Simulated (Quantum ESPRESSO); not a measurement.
Runs of Quantum ESPRESSO 7.5 on InP. It takes space group F-43m (No. 216, cubic). The conventional cell has a = 5.861 Å, b = 5.861 Å, c = 5.861 Å, α = 90.00°, β = 90.00°, γ = 90.00°. In (site symmetry -43m) is surrounded by 4 P at 2.54 Å. P (site symmetry -43m) is surrounded by 4 In at 2.54 Å. 

| level | ASE optimiser | rVV10 parameter b | dispersion computed by | gap on the mesh (eV) | pressure (GPa) | relaxed volume (Å³/atom) |
| --- | --- | --- | --- | --- | --- | --- |
| PBEsol+D3(BJ) | FIRE | - | - | 0.65 | -0.1 | (a) |
| PBEsol+D3 | LBFGS | - | - | (b) | -0.1 | - |
| PBEsol+rVV10 | BFGS | 6.3 | - | 0.58 | 0.0 | 24.90 |
| PBEsol+D4 | LBFGS | - | dftd4 4.3.1 through ASE | 0.62 | 0.0 | (c) |
| PBEsol | BFGS | - | - | 0.53 | 0.0 | 25.51 |

Alike in all rows: task relaxation of cell and atoms; potentials or basis PseudoDojo 0.4.1 SR PBE standard; no spin polarisation; cell relaxed; k mesh 8 × 8 × 8; cutoff (eV) 952; smearing fermi-dirac 0.05 eV.

Question: Fill in the values left out.

Answer: (a) 24.92; (b) 0.60; (c) 25.07.

Caveats: the potentials were made for another functional, which shifts forces and pressure; spin-orbit coupling is left out, which moves the levels of the heavy elements; the relaxation stopped at its first step, so nothing moved (some runs); rVV10's parameter b was fitted to another functional (some runs).

A k mesh can miss the band edges, and the runs leave out spin-orbit coupling on In.
